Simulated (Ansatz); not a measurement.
NiO, DFT, PBE, all-electron LAPW, scalar-relativistic (Ansatz 0.2.0), run on 1 thread of Intel(R) Xeon(R) Platinum 8488C (Sapphire Rapids) on a shared host.

The cell is COD entry 4320487, as deposited and not checked against the literature; nothing was relaxed. The listed cell was then made from it by scaling, straining or moving an atom.

Command: `ansatz run input.yaml --threads 1 --pin off --max-ram 3072MiB --backend cpu --events-out ev --progress --plain --runs-dir out`

```yaml
crystal:
  lattice:
    - [-0.0209131, 2.08085345, 2.08085345]
    - [2.08085345, -0.0209131, 2.08085345]
    - [2.08085345, 2.08085345, -0.0209131]
  atoms:
    - { symbol: Ni, position: [0.0, 0.0, 0.0], spin: 1.5 }
    - { symbol: O, position: [0.5, 0.5, 0.5] }
magnetization:
  spin_polarized: true
kpoints:
  mp_grid: { grid: [17, 17, 17] }
  band_path:
    path:
      - [0.0, 0.0, 0.0]
      - [0.5, 0.5, 0.5]
      - [0.2525443832, 0.5, 0.7474556168]
      - [-0.2525443832, 0.2525443832, 0.5]
      - [0.0, 0.0, 0.5]
      - [0.0, 0.0, 0.0]
      - [-0.3762721916, 0.0, 0.3762721916]
      - [0.0, 0.3762721916, 0.6237278084]
      - [0.0, 0.5, 0.5]
    npoints: 5
scf:
  occupations: { method: fermi_dirac, width: 0.03 }
hamiltonian:
  xc: pbe
  pseudopotentials: { kind: all_electron, lapw: { basis_error: 0.001 } }
output:
  forces: true
  stress: true
  eigenvalues: true
```

**Question.** How large is the problem that the program sets up?

**Answer.** 489 irreducible k-points, 307 plane waves at Γ, 18 bands.

**Question.** About how long does it take, and how much memory does it use?

**Answer.** 2.1 min of wall time for 11 SCF iterations, with a peak of 1.5 GiB. Times on shared machines scatter by tens of per cent.
